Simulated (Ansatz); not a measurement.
A In₈O₁₁ cell: a crystal with O atoms taken out, relaxed.

```
In O
1.0
    -2.68110   -4.81595    0.05511
    -2.83251    1.63660    4.91145
    -5.52416    3.36026   -4.85998
In O
8 11
Direct
  0.49334 0.21671 0.14262
  0.01514 0.71421 0.62962
  0.49666 0.78920 0.35599
  0.01377 0.26490 0.85368
  0.53884 0.77127 0.87385
  0.99586 0.29245 0.35642
  0.50029 0.21223 0.64631
  0.97359 0.72055 0.11935
  0.33804 0.86133 0.10090
  0.85304 0.35967 0.60841
  0.34741 0.15032 0.40204
  0.29328 0.50112 0.75766
  0.79065 0.00501 0.25468
  0.65276 0.16216 0.90085
  0.14552 0.64799 0.39026
  0.13888 0.35867 0.09837
  0.65690 0.85073 0.60642
  0.69490 0.50271 0.25118
  0.21458 0.98811 0.75290
```

Computed with DFT PBE, scalar-relativistic, plane waves, PAW in Ansatz 0.2.0.

Settings: cutoff 420 eV, Γ-centred mesh 6×6×4 on the computed 19-atom cell, Gaussian smearing of 0.02 eV; no spin polarisation.

Q: Describe its local order.

A: Counting as bonded all pairs within 1.2 times the summed covalent radii, but none from a metal cation to another cation:

| atom → neighbour | mean count | mean length (Å) | spread (Å) |
| --- | --- | --- | --- |
| In → O | 5.50 | 2.23 | 0.08 |
| O → In | 4.00 | 2.23 | 0.08 |

Angles between all pairs of such bonds at an atom (mean ± spread): 102 ± 29° at In, 110 ± 17° at O.

Q: Does it have a gap?

A: It has a gap on the mesh of 0.65 eV. Levels at Γ next to the Fermi level (eV from it): -2.17, -2.11, -2.09, -2.08, -1.96, -1.88, 1.03, 1.97, 2.91, 3.24, 3.58, 3.93. It lies 1.42 eV/atom below the elements' standard states (static lattices, no corrections for gases).

Cost: 2 runs of about 5.7 core-minutes in all (earlier runs that led there not counted), on Intel Xeon 6975P-C (Granite Rapids) (shared hosts).